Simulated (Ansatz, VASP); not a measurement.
## Cross-check of LiF (Griceite) between VASP and Ansatz

Aim: how closely do two programs agree when they are given the same cell, functional and k mesh? The cell is taken from a series of VASP runs on this material, whose earlier steps may have relaxed, scaled or displaced it; both programs get it as it stands.

Program: Ansatz 0.2.0. Level of theory: plane waves, with VASP 6.6.1 beside it; relaxation of cell and atoms at LDA. Results are calculated unless marked as measured.

### 1. The structure

It takes space group Fm-3m (No. 225, cubic). Conventional cell: a = 3.901 Å, b = 3.901 Å, c = 3.901 Å, α = 90.00°, β = 90.00°, γ = 90.00°. Nearest to F lie 6 Li at 1.95 Å. Nearest to Li lie 6 F at 1.95 Å. Farther neighbours and most contacts between anions are not listed.

### 2. Ansatz: relaxation of cell and atoms, LDA

Ansatz runs on its default PAW (the set named soft_2) files.

The relaxed volume is the usual yardstick between codes: its relative difference is about their pressure difference at one cell divided by the bulk modulus.

Input file input.yaml:

```yaml
crystal:
  lattice:
    - [0.0, 1.9504601409, 1.9504601409]
    - [1.9504601409, 0.0, 1.9504601409]
    - [1.9504601409, 1.9504601409, 0.0]
  atoms:
    - { symbol: F, position: [0.5, 0.5, 0.5] }
    - { symbol: Li, position: [0.0, 0.0, 0.0] }
hamiltonian:
  xc: lda
  pseudopotentials: { kind: paw }
kpoints:
  mp_grid: { grid: [10, 10, 10] }
scf:
  occupations: { method: gaussian, width: 0.03 }
relax:
  f_tol: 0.01
  max_steps: 60
  cell: { stress_tol: 0.05 }
output:
  forces: true
  stress: true
```

Run with:

```sh
$ ansatz run input.yaml --threads 4 --pin off --max-ram 9216MiB --backend cpu --events-out ev --progress --plain --runs-dir out
```

Numbers of over 12 decimals in the logs are rounded to 6 here.

Output:

```text
Engine: ansatz 0.2.0, aarch64-unknown-linux-gnu
Pseudopotentials: kind: paw
Pseudopotential: F, paw, valence charge 7, recommended cutoff 420 eV (normal), F.paw.azcp
Pseudopotential: Li, paw, valence charge 3, recommended cutoff 420 eV (normal), Li.paw.azcp
Functional definition: SPW92
  exchange = slater_x
  correlation = pw_c
Crystal: 2 atoms, lattice volume = 14.840 Å³
Basis set: ecut = 420 eV, 283 PW (Γ)
Bands: 9, of which v1, the nominal top of the filled ones, is band 5 counted from 1 (4 counted from 0)
Symmetry: 48 space group operations
Space group: Fm-3m (ITA 225), of the structure as read, at distance tolerance 2.5e-5 Å
k-points: 47 of 1000
Non-local potential: F, projectors of the file, l = 0: 2, l = 1: 2, l = 2: 1
Non-local potential: Li, projectors of the file, l = 0: 3, l = 1: 2, l = 2: 1
PAW form: soft (Blöchl's): semilocal exchange-correlation on the pseudo side does not see the compensation charge
PAW frozen core: F, regenerated for the run's functional, and the local potential with it (the file was generated under x = pbe(κ = 0.804, μ = 0.219515), c = pbe(β = 0.066725))
PAW one-centre angular grid: F, 110 points (default); XC on 64 Gauss nodes
PAW one-centre angular grid: Li, 110 points (default); XC on 64 Gauss nodes
Initial density: superposition of atomic densities (neutral atoms: chi_scale 0, normalization atom), corrected by the library's trained network
Initial wavefunctions: pseudopotential atomic-orbital guess
Functional: x = slater, c = lda
SCF iter   1: F=—  HF=-998.718225 eV  |F-HF|=—  |Δ(HF+E_count)|=         —  Δρ=2.26e-2  dr2=5.04e-2  ethr=1.77e-3  ⟨swp⟩=4.9  Hψ=2601  notcnv=0
preconditioner: auto → none  [insulator: Δε(μ)=9.535 eV  Ē_g=23.064 eV  σ=0.030 eV  W_gap=1.00  n_scr=0 (ndim 8)  ℏωp=27.3 eV  f_vac=0.000  D(μ)=0.00/eV (n_scr^D=0)  ε∞_Penn≈2.4]
SCF iter   2: F=—  HF=-998.699627 eV  |F-HF|=—  |Δ(HF+E_count)|=   1.86e-2  Δρ=9.71e-3  dr2=5.27e-3  ethr=5.04e-4  ⟨swp⟩=3.0  Hψ=1177  notcnv=0
SCF iter   3: F=—  HF=-998.697102 eV  |F-HF|=—  |Δ(HF+E_count)|=   2.53e-3  Δρ=2.13e-3  dr2=3.39e-4  ethr=5.27e-5  ⟨swp⟩=2.5  Hψ=775  notcnv=0
SCF iter   4: F=—  HF=-998.696752 eV  |F-HF|=—  |Δ(HF+E_count)|=   3.50e-4  Δρ=3.96e-4  dr2=8.86e-6  ethr=3.39e-6  ⟨swp⟩=2.0  Hψ=740  notcnv=0
SCF iter   5: F=—  HF=-998.696745 eV  |F-HF|=—  |Δ(HF+E_count)|=   7.13e-6  Δρ=4.54e-5  dr2=2.28e-7  ethr=8.86e-8  ⟨swp⟩=2.0  Hψ=470  notcnv=0
SCF iter   6: F=-998.696745 eV  HF=-998.696745 eV  |F-HF|=2.25e-10  |Δ(HF+E_count)|=   1.15e-7  Δρ=1.88e-6  dr2=2.97e-10  ethr=1.00e-9  ⟨swp⟩=3.6  Hψ=1140  notcnv=0
SCF 1 converged in 6 iterations: F = -998.696745 eV  dr2 = 2.97e-10
  greatest PAW one-centre occupation: 1.000 electrons in one spin orbital (limit 2), on the Li atom at site 1 (counted from 0), in its partial waves of l = 0
relax step   1: F+E_penalty+E_count = -998.69674480 eV  Δ(F+E_penalty+E_count) = +0.000e0 eV  max|allowed force component| = 1.952e-29 eV/Å  Δτ_max = 0.0000 Å  P = +0.536 GPa  Ω = 14.840 Å³  (6 SCF iters, dr2 threshold 1.00e-7 eV, accepted)
[...]
relax step   2: F+E_penalty+E_count = -998.69663798 eV  Δ(F+E_penalty+E_count) = +1.068e-4 eV  max|allowed force component| = 1.181e-29 eV/Å  Δτ_max = 0.0000 Å  P = +0.358 GPa  Ω = 14.866 Å³  energy of the carried Pulay correction = -1.781e-4 eV  (2 SCF iters, dr2 threshold 2.00e-7 eV, accepted)
[...]
relax step   3: F+E_penalty+E_count = -998.69633811 eV  Δ(F+E_penalty+E_count) = +2.999e-4 eV  max|allowed force component| = 6.193e-29 eV/Å  Δτ_max = 0.0000 Å  P = +0.015 GPa  Ω = 14.917 Å³  energy of the carried Pulay correction = -5.380e-4 eV  (3 SCF iters, dr2 threshold 2.00e-7 eV, accepted)
[...]
relax step   4: F+E_penalty+E_count = -998.69692470 eV  Δ(F+E_penalty+E_count) = -5.866e-4 eV  max|allowed force component| = 6.357e-29 eV/Å  Δτ_max = 0.0000 Å  P = +0.077 GPa  Ω = 14.917 Å³  stress off target by 7.67e-2 GPa  SCF on the basis re-selected at this cell (its energy is not comparable with the rows above)  (5 SCF iters)
[...]
relax step   5: F+E_penalty+E_count = -998.69684754 eV  Δ(F+E_penalty+E_count) = +7.715e-5 eV  max|allowed force component| = 1.272e-29 eV/Å  Δτ_max = 0.0000 Å  P = +0.004 GPa  Ω = 14.929 Å³  energy of the carried Pulay correction = -8.006e-5 eV  (3 SCF iters, dr2 threshold 1.47e-8 eV, accepted)
[...]
relax step   6: F+E_penalty+E_count = -998.69693157 eV  Δ(F+E_penalty+E_count) = -8.402e-5 eV  max|allowed force component| = 9.014e-30 eV/Å  Δτ_max = 0.0000 Å  P = +0.009 GPa  Ω = 14.929 Å³  stress off target by 9.33e-3 GPa  SCF on the basis re-selected at this cell (its energy is not comparable with the rows above)  (4 SCF iters)
basis re-selected at this cell: Δ(F+E_penalty+E_count) = -8.402e-5 eV, ΔP = +0.005 GPa vs the last step (what re-selecting the basis moved, of the pressure what is left beyond the Pulay correction that the steps carried, after the strain that the cell walked since its last selection, with what the two solves' SCF thresholds leave and, on support functions, any second-order correction that the steps lacked; it is no m [...]
SCF converged after 4 iterations
Free energy (F): -998.696932 eV
Harris-Foulkes:  -998.696932 eV  (|F-HF|=1.82e-12)
Internal energy: -998.696932 eV  (E = F + TS)
E sigma→0 (E₀):  -998.696932 eV
Fermi energy:    6.201692 eV
--- Per-component energies (eV) ---
  E_band       = -112.073841
  E_kinetic    = 229.822863
  E_local      = -612.950623  (includes V_loc(G=0)·N_el)
  E_nonlocal   = 43.072604
  E_hartree    = 211.764073
  E_xc         = -89.969405
  E_vxc        = -116.593784  (∫ρ·V_xc dr)
  E_paw        = -206.413938  (= ΣΔE_a)
  E_vpaw       = -78.955126  (= ΣTr[D̂ρ^β])
  E_aug_tail   = 0.002072  (compensation charges beyond the density's cutoff)
  E_ewald      = -574.137829
  E_core_change = 0.113252  (= ΣΔE_core)
  E_smearing   = -0.000000  (= −TS)
  E_closure    = 0.000000  (closes the sum)
  Σ components = -998.696932   (vs F -998.696932, Δ=0.00e0)
--- Forces (eV/Å), atoms counted from 1 ---
  atom   1  F      0.00000000     0.00000000     0.00000000
  atom   2  Li    -0.00000000     0.00000000     0.00000000
  max |Σ_I F_I| component: 1.77e-29 eV/Å
--- Stress (GPa, compression-positive) ---
        0.009328       0.000000      -0.000000
       -0.000000       0.009328       0.000000
       -0.000000      -0.000000       0.009328
  P = ⅓ Tr σ = 0.0093 GPa (0.093 kbar)
--- Relaxed structure (4 steps of the walk, 4 accepted, 2 SCFs on fresh bases) ---
  F+E_penalty+E_count = -998.69693157 eV   max|allowed force component| = 9.014e-30 eV/Å   (the final SCF, on the basis selected at the relaxed cell)
  cell:  # Å, volume = 14.9289 Å³
    - [0, 1.954338, 1.954338]
    - [1.954338, 0, 1.954338]
    - [1.954338, 1.954338, 0]
  atoms:
    - { symbol: F, position: [0.5, 0.5, 0.5] }
    - { symbol: Li, position: [0, 0, 0] }
```

The job ended after 1.3 s (4 threads of Arm Neoverse V2, shared host; peak memory 0.26 GiB; 2.9 s of CPU time).

### 3. VASP: relaxation of cell and atoms, LDA

The same cell, functional (in two slightly different forms), mesh and smearing now go to VASP, with its own data sets and cutoff.

Lines of VASP's logs that name or quote its potential files are left out, and so is its time.

Input file INCAR:

```
SYSTEM = LiF
PREC = Accurate
ENCUT = 700
EDIFF = 1E-07
NELM = 100
ISMEAR = 0
SIGMA = 0.03
LREAL = .FALSE.
ALGO = Normal
GGA = CA
NBANDS = 11
LORBIT = 11
LWAVE = .FALSE.
LCHARG = .FALSE.
KPAR = 4
IBRION = 2
NSW = 50
ISIF = 3
EDIFFG = -0.002
```

Input file POSCAR:

```
LiF
1.0
    0.0000000000      1.9504601409      1.9504601409
    1.9504601409      0.0000000000      1.9504601409
    1.9504601409      1.9504601409      0.0000000000
F Li
1 1
Direct
    0.5000000000      0.5000000000      0.5000000000
    0.0000000000      0.0000000000      0.0000000000
```

Input file KPOINTS:

```
Automatic mesh
0
Gamma
10 10 10
0 0 0
```

PAW data sets: F and Li_sv (LDA family, release 64).

Run with:

```sh
$ mpirun -np 4 vasp_std
```

Output:

```text
[banner, memory and clock lines left out]
running    4 mpi-ranks, on    1 nodes
 distrk:  each k-point on    1 cores,    4 groups
 distr:  one band on    1 cores,    1 groups

 POSCAR found type information on POSCAR F Li
 POSCAR found :  2 types and       2 ions
 LDA part: xc-table for (Slater(with rela. corr.)+CA(PZ))
 , standard interpolation
 POSCAR, INCAR and KPOINTS ok, starting setup
 FFT: planning ... GRIDC
 FFT: planning ... GRID_SOFT
 FFT: planning ... GRID
 WAVECAR not read
 entering main loop
       N       E                     dE             d eps       ncg     rms          rms(c)
DAV:   1     0.374473389580E+02    0.37447E+02   -0.67148E+03  1050   0.117E+03
DAV:   2    -0.966632681587E+01   -0.47114E+02   -0.46231E+02  1235   0.223E+02
DAV:   3    -0.109800477115E+02   -0.13137E+01   -0.13095E+01  1253   0.328E+01
DAV:   4    -0.109954711072E+02   -0.15423E-01   -0.15421E-01  1271   0.402E+00
DAV:   5    -0.109956320896E+02   -0.16098E-03   -0.16098E-03  1322   0.301E-01    0.422E+00
DAV:   6    -0.105221058059E+02    0.47353E+00   -0.22083E+00  1169   0.100E+01    0.131E+00
DAV:   7    -0.105114158621E+02    0.10690E-01   -0.16677E-02  1394   0.122E+00    0.786E-01
DAV:   8    -0.105062119673E+02    0.52039E-02   -0.87424E-03  1470   0.109E+00    0.948E-02
DAV:   9    -0.105061898800E+02    0.22087E-04   -0.69791E-04  1216   0.266E-01    0.371E-02
DAV:  10    -0.105062031897E+02   -0.13310E-04   -0.28733E-05  1227   0.448E-02    0.705E-03
DAV:  11    -0.105062027312E+02    0.45850E-06   -0.13708E-06  1376   0.140E-02    0.124E-03
DAV:  12    -0.105062027239E+02    0.72604E-08   -0.27486E-07  1291   0.388E-03
   1 F= -.10506203E+02 E0= -.10506203E+02  d E =-.105062E+02
 curvature:   0.00 expect dE= 0.000E+00 dE for cont linesearch  0.000E+00
 trial: gam= 0.00000 g(F)=  0.604E-60 g(S)=  0.380E-04 ort = 0.000E+00 (trialstep = 0.100E+01)
 search vector abs. value=  0.380E-04
 bond charge predicted
       N       E                     dE             d eps       ncg     rms          rms(c)
DAV:   1    -0.105064724378E+02   -0.26971E-03   -0.45762E-03  1118   0.602E-01    0.128E-01
DAV:   2    -0.105062351938E+02    0.23724E-03   -0.12406E-03  1196   0.252E-01    0.244E-02
DAV:   3    -0.105062295295E+02    0.56643E-05   -0.93123E-06  1324   0.312E-02    0.136E-02
DAV:   4    -0.105062266888E+02    0.28407E-05   -0.27507E-06  1551   0.148E-02    0.103E-03
DAV:   5    -0.105062266933E+02   -0.44610E-08   -0.15058E-07  1035   0.370E-03
   2 F= -.10506227E+02 E0= -.10506227E+02  d E =-.239693E-04
 trial-energy change:   -0.000024  1 .order   -0.000025   -0.000038   -0.000013
 step:   1.5156(harm=  1.5156)  dis= 0.00000  next Energy=   -10.506232 (dE=-0.288E-04)
 bond charge predicted
       N       E                     dE             d eps       ncg     rms          rms(c)
DAV:   1    -0.105062952960E+02   -0.68607E-04   -0.12187E-03  1094   0.311E-01    0.662E-02
DAV:   2    -0.105062323154E+02    0.62981E-04   -0.32906E-04  1184   0.130E-01    0.126E-02
DAV:   3    -0.105062307693E+02    0.15462E-05   -0.24597E-06  1294   0.161E-02    0.706E-03
DAV:   4    -0.105062299911E+02    0.77815E-06   -0.73923E-07  1548   0.766E-03    0.526E-04
DAV:   5    -0.105062299924E+02   -0.12423E-08   -0.39967E-08   757   0.193E-03
   3 F= -.10506230E+02 E0= -.10506230E+02  d E =-.272684E-04
 curvature:  -0.76 expect dE=-0.133E-07 dE for cont linesearch -0.133E-07
 trial: gam=-0.02101 g(F)=  0.237E-59 g(S)=  0.175E-07 ort = 0.816E-06 (trialstep = 0.110E+01)
 search vector abs. value=  0.108E-09
 reached required accuracy - stopping structural energy minimisation
```

Parts of OUTCAR (step 3):

```text
ion  position               nearest neighbor table
   1  0.500  0.500  0.500-   2 1.95   2 1.95   2 1.95   2 1.95   2 1.95   2 1.95
   2  0.000  0.000  0.000-   1 1.95   1 1.95   1 1.95   1 1.95   1 1.95   1 1.95

  LATTYP: Found a face centered cubic cell.
 ALAT       =     3.9009202818

 Subroutine GETGRP returns: Found 48 space group operations
 (whereof 48 operations were pure point group operations)

The static configuration has the point symmetry O_h .

 Found     47 irreducible k-points:

   k-points           NKPTS =     47   k-points in BZ     NKDIM =     47   number of bands    NBANDS=     11

   dimension x,y,z NGX =    24 NGY =   24 NGZ =   24
   dimension x,y,z NGXF=    48 NGYF=   48 NGZF=   48

   ENCUT  =  700.0 eV  51.45 Ry    7.17 a.u.   5.95  5.95  5.95*2*pi/ulx,y,z

   NELECT =      10.0000    total number of electrons

 k-points in reciprocal lattice and weights: Automatic mesh
   0.00000000  0.00000000  0.00000000       0.001
   0.10000000  0.00000000  0.00000000       0.008
   0.20000000  0.00000000  0.00000000       0.008
   0.30000000  0.00000000  0.00000000       0.008
   0.40000000  0.00000000  0.00000000       0.008
   0.50000000  0.00000000  0.00000000       0.004
   0.10000000  0.10000000  0.00000000       0.006
   0.20000000  0.10000000  0.00000000       0.024
   0.30000000  0.10000000  0.00000000       0.024
[...]
-0.30000000  0.40000000  0.20000000       0.024
  -0.30000000  0.50000000  0.20000000       0.012

 average (electrostatic) potential at core
       1 -76.1066       2 -62.9004

 E-fermi :  -0.3397

 k-point     1 :       0.0000    0.0000    0.0000
  band No.  band energies     occupation
      1     -40.2258      2.00000
      2     -20.5109      2.00000
      3      -0.6576      2.00000
      4      -0.6576      2.00000
      5      -0.6576      2.00000
      6       9.1155      0.00000
      7      24.0944      0.00000
      8      24.0944      0.00000
      9      24.0945      0.00000
     10      24.2314      0.00000
    ...

 k-point     2 :       0.1000    0.0000    0.0000
  band No.  band energies     occupation
      1     -40.2158      2.00000
      2     -20.4654      2.00000
      3      -0.9837      2.00000
      4      -0.6849      2.00000
      5      -0.6849      2.00000
      6       9.3932      0.00000
      7      21.1110      0.00000
      8      22.6711      0.00000
      9      22.6711      0.00000
     10      25.3963      0.00000
    ...

 k-point     3 :       0.2000    0.0000    0.0000
  band No.  band energies     occupation
      1     -40.1897      2.00000
      2     -20.3422      2.00000
      3      -1.7693      2.00000
      4      -0.7544      2.00000
      5      -0.7544      2.00000
      6       9.9696      0.00000
      7      18.5851      0.00000
      8      21.0553      0.00000
      9      21.0553      0.00000
     10      26.6251      0.00000
    ...

  Total       -0.0004921     -0.0004921     -0.0004921     -0.0000000      0.0000000     -0.0000000
  in kB       -0.0532586     -0.0532586     -0.0532586     -0.0000000      0.0000000     -0.0000000
  external PRESSURE =      -0.0532586 kB  Pullay stress =       0.0000000 kB

  energy-cutoff  :      700.00
  volume of cell :       14.80
      direct lattice vectors                 reciprocal lattice vectors
    -0.000000000  1.948825900  1.948825900    -0.256564735  0.256564735  0.256564735
     1.948825900  0.000000000  1.948825900     0.256564735 -0.256564735  0.256564735
     1.948825900  1.948825900 -0.000000000     0.256564735  0.256564735 -0.256564735

 POSITION                                       TOTAL-FORCE (eV/Angst)
 -----------------------------------------------------------------------------------
      1.94883      1.94883      1.94883         0.000000      0.000000      0.000000
      0.00000      0.00000      0.00000        -0.000000     -0.000000     -0.000000
 -----------------------------------------------------------------------------------
    total drift:                               -0.000000     -0.000000      0.000000

  FREE ENERGIE OF THE ION-ELECTRON SYSTEM (eV)
  ---------------------------------------------------
  free  energy   TOTEN  =       -10.5062299924 eV

  energy  without entropy=      -10.5062299924  energy(sigma->0) =      -10.50622999

 reached required accuracy - stopping structural energy minimisation

 total charge
# of ion       s       p       d       tot
------------------------------------------
    1        1.716   4.408   0.000   6.124
    2        2.023   0.082   0.000   2.105
--------------------------------------------------
tot          3.739   4.490   0.000   8.229

[... 3 further parts left out ...]
```

CONTCAR:

```
LiF
   1.00000000000000
    -0.0000000000000000    1.9488258995700247    1.9488258995700247
     1.9488258995700247    0.0000000000000000    1.9488258995700247
     1.9488258995700247    1.9488258995700247   -0.0000000000000000
  F               Li
     1     1
Direct
     0.5000000000000000    0.5000000000000000    0.5000000000000000
     0.0000000000000000    0.0000000000000000    0.0000000000000000
```

### 4. Comparison

Known differences besides the potentials themselves: the two LDA forms differ slightly; both relaxations stop at a tolerance, which leaves soft axes loose, and VASP keeps its plane-wave basis; the cutoff is 420 eV in Ansatz and 700 eV in VASP; VASP's log shows a relativistic correction to its local exchange, Ansatz's none; Ansatz adds a Pulay correction to the stress that steers its cell, VASP none. Total energies have different zeros and are not compared.

Both answers:

| quantity | Ansatz | VASP | difference |
| --- | --- | --- | --- |
| volume (Å³) | 14.93 | 14.80 | +0.85 % |
| edge a after relaxation, in the typed setting (Å) | 2.764 | 2.756 | +0.28 % |

The walks stopped with 0.01 GPa left in Ansatz and -0.01 GPa in VASP; each walk ends within a tolerance, so the volume difference is uncertain by about these residues over the bulk modulus, most in soft cells.

### 5. Outcome

```
difference in volume (relaxation of cell and atoms, LDA) : 0.85 %
```

In words: The difference in volume is 0.85 % (relaxation of cell and atoms, LDA), within the 1.2 % picked in this series as the mark of a large difference, as far as the stopping tolerances let one tell. How closely two codes agree says nothing of how well the functional describes the real material.

[Lines on the potential files, build, host, timing and source positions are cut from VASP's logs without a mark.]

[Logs are printed without paths, hosts, clocks, repeated set-up lines and the standing remarks that a program may print on its own settings, such as how far it seeks lower states.]

[Hosts, paths, dates, database ids (printed as entryN), source tags and the programs' standing remarks are cut or masked in the printed files.]
